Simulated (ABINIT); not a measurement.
# TiSe2 in ABINIT: work function with PBE

Aim: the work function of TiSe2 with PBE.

The COD entry that gives the cell may itself be a prediction, so a difference from it is no test against experiment.

All numbers are computed with ABINIT 10.8.3 (patched build); they aren't measurements. Logs are shortened: lines on timing, memory, paths and dates and some standing lists are left out, and cuts for length are marked. The log counts tension as positive stress, the text compression.

**1. Starting point**

The cell holds a slab with vacuum, 6 atoms: a = 3.536 Å, b = 3.536 Å, c = 24.068 Å, α = 90.00°, β = 90.00°, γ = 120.00°.

**2. Work function, PBE**

run.abi reads:

```
# Pseudopotentials
pp_dirpath "./"
pseudos "Se.GGA_PBE-JTH.xml, Ti.GGA_PBE-JTH.xml"

# Structure
acell 3*1.0
rprim
     6.6820749907     0.0000000000     0.0000000000
    -3.3410374953     5.7868466919     0.0000000000
     0.0000000000     0.0000000000    45.4827628705
ntypat 2
znucl 34 22
natom 6
typat 1 2 1 1 2 1
xred
     0.6666666667     0.3333333334     0.3116113675
     0.0000000000     0.0000000000     0.3752723566
     0.3333333333     0.6666666666     0.4389333458
     0.6666666667     0.3333333334     0.5610666542
     0.0000000000     0.0000000000     0.6247276434
     0.3333333333     0.6666666666     0.6883886325
chkprim 0
chksymtnons 0
tolsym 1.0e-6

# Plane-wave basis
ecut 15.0
pawecutdg 30.0
pawxcdev 0

# k points
kptopt 1
ngkpt 9 9 1
nshiftk 1
shiftk 0.0 0.0 0.0

# Exchange and correlation
ixc 11

# Bands and occupations
nband 29
occopt 3
tsmear 0.00183747

# SCF cycle
nstep 120
tolvrs 1.0e-9

# Output
iomode 3
prtwf 0
prteig 0
prtebands 0
enunit 2
prtvol 2
prtden 1
prtvha 1
prtvclmb 1
prtpot 1
```

Potentials or basis: JTH PAW PBE v2.0.

Launch:

```console
> mpirun --bind-to none -np 4 abinit run.abi > log 2>&1
```

run.abo:

```text
.Version 10.8.3 of ABINIT
 Symmetries : space group P-3 m 1 (#164); Bravais hP (primitive hexag.)
================================================================================
 Values of the parameters that define the memory need of the present run
     intxc =       0    ionmov =       0      iscf =      17    lmnmax =      18
     lnmax =       6     mgfft =     160  mpssoang =       3    mqgrid =   11215
     natom =       6  nloc_mem =       2    nspden =       1   nspinor =       1
    nsppol =       1      nsym =      12    n1xccc =       1    ntypat =       2
    occopt =       3   xclevel =       2
       mpw =        4902          nfft =       92160          nkpt =          12
Pmy_natom=         2
 PAW method is used; the additional fine FFT grid is defined by:
   mgfftf=       240    nfftf =    311040
================================================================================
================================================================================

--------------------------------------------------------------------------------
------------- Echo of variables that govern the present computation ------------
--------------------------------------------------------------------------------
 -outvars: echo values of preprocessed input variables --------
            acell      1.0000000000E+00  1.0000000000E+00  1.0000000000E+00 Bohr
              amu      7.89600000E+01  4.78800000E+01
          chkprim           0
      chksymtnons           0
             ecut      1.50000000E+01 Hartree
           enunit           2
              ixc          11
         kptrlatt        9    0    0      0    9    0      0    0    1
          kptrlen      6.01386749E+01
            natom           6
            nband          29
            ngfft          24      24     160
          ngfftdg          36      36     240
             nkpt          12
            nstep         120
             nsym          12
           ntypat           2
           occopt           3
        pawecutdg      3.00000000E+01 Hartree
         pawxcdev           0
        prtebands           0
           prteig           0
           prtpot           1
         prtvclmb           1
           prtvha           1
           prtvol           2
            prtwf           0
            rprim      6.6820749907E+00  0.0000000000E+00  0.0000000000E+00
                      -3.3410374953E+00  5.7868466919E+00  0.0000000000E+00
                       0.0000000000E+00  0.0000000000E+00  4.5482762870E+01
          spgroup         164
           tolsym      1.00000000E-06
           tolvrs      1.00000000E-09
           tsmear      1.83747000E-03 Hartree
            typat      1  2  1  1  2  1
           useylm           1
           xangst      1.7680009021E+00  1.0207557968E+00  7.4999999955E+00
                       0.0000000000E+00  0.0000000000E+00  9.0322207928E+00
                       1.7638784712E-11  2.0415115935E+00  1.0564441593E+01
                       1.7680009021E+00  1.0207557968E+00  1.3503999991E+01
                       0.0000000000E+00  0.0000000000E+00  1.5036220791E+01
                       1.7638784712E-11  2.0415115935E+00  1.6568441588E+01
            xcart      3.3410374954E+00  1.9289488973E+00  1.4172945936E+01
                       0.0000000000E+00  0.0000000000E+00  1.7068423607E+01
                       3.3332472299E-11  3.8578977946E+00  1.9963901283E+01
                       3.3410374954E+00  1.9289488973E+00  2.5518861588E+01
                       0.0000000000E+00  0.0000000000E+00  2.8414339263E+01
                       3.3332472299E-11  3.8578977946E+00  3.1309816935E+01
             xred      6.6666666667E-01  3.3333333333E-01  3.1161136750E-01
                       0.0000000000E+00  0.0000000000E+00  3.7527235660E-01
                       3.3333333333E-01  6.6666666667E-01  4.3893334580E-01
                       6.6666666667E-01  3.3333333333E-01  5.6106665420E-01
                       0.0000000000E+00  0.0000000000E+00  6.2472764340E-01
                       3.3333333333E-01  6.6666666667E-01  6.8838863250E-01
            znucl       34.00000   22.00000

================================================================================

 chkinp: Checking input parameters for consistency.

[... 367 lines left out ...]
   0.00000    0.00000    0.00000    0.00000    0.00000
 kpt#  12, nband= 29, wtk=  0.02469, kpt=  0.3333  0.3333  0.0000 (reduced coord)
  -2.17001   -2.17001   -1.29833   -1.29833   -1.29833   -1.29833   -1.29597   -1.29597
  -0.50065   -0.50065   -0.49705   -0.49705   -0.20544   -0.20541   -0.20541   -0.19652
  -0.19652   -0.19569   -0.15770   -0.14477   -0.14121   -0.14121   -0.13200   -0.13200
  -0.01211   -0.01196   -0.00310   -0.00310    0.00382
      occupation numbers for kpt#  12
   2.00000    2.00000    2.00000    2.00000    2.00000    2.00000    2.00000    2.00000
   2.00000    2.00000    2.00000    2.00000    2.00000    2.00000    2.00000    2.00000
   2.00000    2.00000    2.00000    2.00000    2.00000    2.00000    2.00000    2.00000
   0.00000    0.00000    0.00000    0.00000    0.00000
 Fermi (or HOMO) energy (eV) =  -1.48259   Average Vxc (eV)=  -5.56759
 Eigenvalues (   eV  ) for nkpt=  12  k points:
 kpt#   1, nband= 29, wtk=  0.01235, kpt=  0.0000  0.0000  0.0000 (reduced coord)
 -59.05720  -59.05720  -35.28582  -35.28578  -35.26882  -35.26882  -35.26882  -35.26882
 -15.26644  -15.04283  -14.29920  -14.03713   -6.42031   -5.61489   -3.71357   -3.71357
  -3.68580   -3.68580   -3.35510   -2.07777   -1.07278   -1.07278   -0.99525   -0.99525
  -0.98239   -0.98239   -0.95610   -0.95610   -0.67011
 kpt#   2, nband= 29, wtk=  0.07407, kpt=  0.1111  0.0000  0.0000 (reduced coord)
 -59.05634  -59.05634  -35.28369  -35.28365  -35.27913  -35.27913  -35.27118  -35.27118
 -15.13653  -14.91560  -14.23365  -13.98637   -6.26069   -5.48082   -4.30771   -4.05860
  -3.68572   -3.64571   -2.83808   -2.34390   -2.19360   -1.91143   -1.75826   -1.66526
  -0.88374   -0.84019   -0.38500   -0.33774   -0.29779
 kpt#   3, nband= 29, wtk=  0.07407, kpt=  0.2222  0.0000  0.0000 (reduced coord)
 -59.05417  -59.05417  -35.30526  -35.30525  -35.27813  -35.27811  -35.27714  -35.27714
 -14.77868  -14.56840  -14.05797  -13.85507   -5.84995   -5.21304   -4.96051   -4.63237
  -3.92805   -3.74373   -3.65542   -3.58659   -2.63713   -2.32778   -2.20799   -2.07201
  -1.10059   -1.02551   -0.06424   -0.04619    0.00379
 kpt#   4, nband= 29, wtk=  0.07407, kpt=  0.3333  0.0000  0.0000 (reduced coord)
 -59.05170  -59.05170  -35.33470  -35.33470  -35.28391  -35.28391  -35.27188  -35.27186
[... 28 lines left out ...]
 kpt#  10, nband= 29, wtk=  0.07407, kpt=  0.2222  0.2222  0.0000 (reduced coord)
 -59.05061  -59.05061  -35.33604  -35.33603  -35.29852  -35.29852  -35.26914  -35.26912
 -14.07016  -13.90428  -13.72845  -13.63944   -5.66670   -5.63423   -5.46489   -5.29190
  -4.56947   -4.15879   -4.07729   -3.94005   -3.81542   -3.74665   -3.01593   -2.92739
  -0.62088   -0.56471   -0.22617    0.01525    0.16323
 kpt#  11, nband= 29, wtk=  0.14815, kpt=  0.3333  0.2222  0.0000 (reduced coord)
 -59.04937  -59.04936  -35.34263  -35.34263  -35.30990  -35.30990  -35.26609  -35.26607
 -13.76233  -13.64949  -13.58659  -13.57260   -6.01099   -5.99264   -5.58433   -5.34750
  -4.61730   -4.54082   -4.13421   -4.09856   -3.94972   -3.65428   -3.50886   -3.33201
  -0.58262   -0.45175   -0.10114    0.05090    0.09514
 kpt#  12, nband= 29, wtk=  0.02469, kpt=  0.3333  0.3333  0.0000 (reduced coord)
 -59.04894  -59.04893  -35.32943  -35.32943  -35.32936  -35.32936  -35.26505  -35.26503
 -13.62339  -13.62339  -13.52536  -13.52536   -5.59023   -5.58942   -5.58942   -5.34759
  -5.34759   -5.32510   -4.29126   -3.93933   -3.84263   -3.84263   -3.59191   -3.59191
  -0.32947   -0.32541   -0.08435   -0.08435    0.10381
 Total charge density [el/Bohr^3]
)     Maximum=    1.4234E+00  at reduced coord.    0.0000    0.0000    0.6250
)Next maximum=    1.4234E+00  at reduced coord.    0.0000    0.0000    0.3750
)     Minimum=   -1.7076E-02  at reduced coord.    0.6667    0.3333    0.3125
)Next minimum=   -1.7076E-02  at reduced coord.    0.3333    0.6667    0.6875
   Integrated=    4.8000E+01

--- !EnergyTerms
iteration_state     : {dtset: 1, }
comment             : Components of total free energy in Hartree
kinetic             :  2.90278952046596E+01
hartree             :  4.44514307775186E+02
xc                  : -3.17816933927976E+01
Ewald energy        :  3.11845199619259E+02
psp_core            :  4.79716713019408E+00
local_psp           : -9.27416033733072E+02
PAW spherical_terms :  1.31531839037879E+01
internal            : -1.55859973492783E+02
'-kT*entropy'       : -3.91691908196647E-04
total_energy        : -1.55860365184692E+02
total_energy_eV     : -4.24117659748029E+03
...

--- !EnergyTermsDC
iteration_state     : {dtset: 1, }
comment             : '"Double-counting" decomposition of free energy'
band_energy         : -3.20021075913221E+01
Ewald energy        :  3.11845199619259E+02
psp_core            :  4.79716713019408E+00
xc_dc               : -4.54680006977613E+02
PAW spherical_terms :  1.41797572326300E+01
internal            : -1.55859990586852E+02
'-kT*entropy'       : -3.91691908196647E-04
total_energy_dc     : -1.55860382278760E+02
total_energy_dc_eV  : -4.24117706263359E+03
...

--- !EnergyTermsWithPAWCore
iteration_state     : {dtset: 1, }
comment             : 'Components of total free energy, including PAW core contributions'
Total energy        : -1.14282350885860E+04
Total energy DC     : -1.14282351056801E+04
Total energy (eV)   : -3.10978119105386E+05
Total energy DC (eV): -3.10978119570540E+05
...

 Cartesian components of stress tensor (hartree/bohr^3)
  sigma(1 1)= -1.61399048E-05  sigma(3 2)=  0.00000000E+00
  sigma(2 2)= -1.61399048E-05  sigma(3 1)=  0.00000000E+00
  sigma(3 3)= -3.46243393E-05  sigma(2 1)= -2.34280974E-14

-Cartesian components of stress tensor (GPa)         [Pressure=  6.5613E-01 GPa]
- sigma(1 1)= -4.74852393E-01  sigma(3 2)=  0.00000000E+00
- sigma(2 2)= -4.74852392E-01  sigma(3 1)=  0.00000000E+00
- sigma(3 3)= -1.01868323E+00  sigma(2 1)= -6.89278422E-10

== END DATASET(S) ==============================================================
================================================================================

 -outvars: echo values of variables after computation  --------
            acell      1.0000000000E+00  1.0000000000E+00  1.0000000000E+00 Bohr
           etotal     -1.5586038228E+02
            fcart      1.0074135755E-29 -3.1601923778E-28 -4.4106038732E-03
                       2.0148271509E-29  2.7142756619E-29  7.4565453379E-04
                      -1.2088962906E-28  1.7836668636E-28  8.9636756829E-04
                       2.0148271509E-29  1.2020363646E-28 -8.9636756829E-04
                       2.0148271509E-29  5.0407976578E-29 -7.4565453379E-04
                       5.0370678773E-29 -6.0101818229E-29  4.4106038732E-03
            rprim      6.6820749907E+00  0.0000000000E+00  0.0000000000E+00
                      -3.3410374953E+00  5.7868466919E+00  0.0000000000E+00
                       0.0000000000E+00  0.0000000000E+00  4.5482762870E+01
           strten     -1.6139904797E-05 -1.6139904760E-05 -3.4624339258E-05
                       0.0000000000E+00  0.0000000000E+00 -2.3428097362E-14
           xangst      1.7680009021E+00  1.0207557968E+00  7.4999999955E+00
                       0.0000000000E+00  0.0000000000E+00  9.0322207928E+00
                       1.7638784712E-11  2.0415115935E+00  1.0564441593E+01
                       1.7680009021E+00  1.0207557968E+00  1.3503999991E+01
                       0.0000000000E+00  0.0000000000E+00  1.5036220791E+01
                       1.7638784712E-11  2.0415115935E+00  1.6568441588E+01
             xred      6.6666666667E-01  3.3333333333E-01  3.1161136750E-01
                       0.0000000000E+00  0.0000000000E+00  3.7527235660E-01
                       3.3333333333E-01  6.6666666667E-01  4.3893334580E-01
                       6.6666666667E-01  3.3333333333E-01  5.6106665420E-01
                       0.0000000000E+00  0.0000000000E+00  6.2472764340E-01
                       3.3333333333E-01  6.6666666667E-01  6.8838863250E-01
 Calculation completed.
```

It took 54 s on 4 MPI ranks of Arm Neoverse V2, shared host; peak memory 0.68 GiB.

What came out:

```
Free energy                                           : -4241.1771 eV
Largest force                                         : 0.227 eV/Å
Band gap on the k mesh                                : none (metal or under the smearing width)
Valence electrons inside the program's atomic spheres : Se 3.97, 3.99; Ti 10.10
Work function                                         : 5.39 eV
```

Forces on the atoms (eV/Å):
```
Se   0.000  0.000 -0.227
Ti   0.000  0.000  0.038
Se   0.000  0.000  0.046
Se   0.000  0.000 -0.046
Ti   0.000  0.000 -0.038
Se   0.000  0.000  0.227
```

Levels at points of the mesh, in eV from the Fermi level:
```csv
k point,band 20,band 21,band 22,band 23,band 24,band 25,band 26,band 27,band 28,band 29
"(0.00, 0.00, 0.00)",-0.60,0.41,0.41,0.49,0.49,0.50,0.50,0.53,0.53,0.81
```
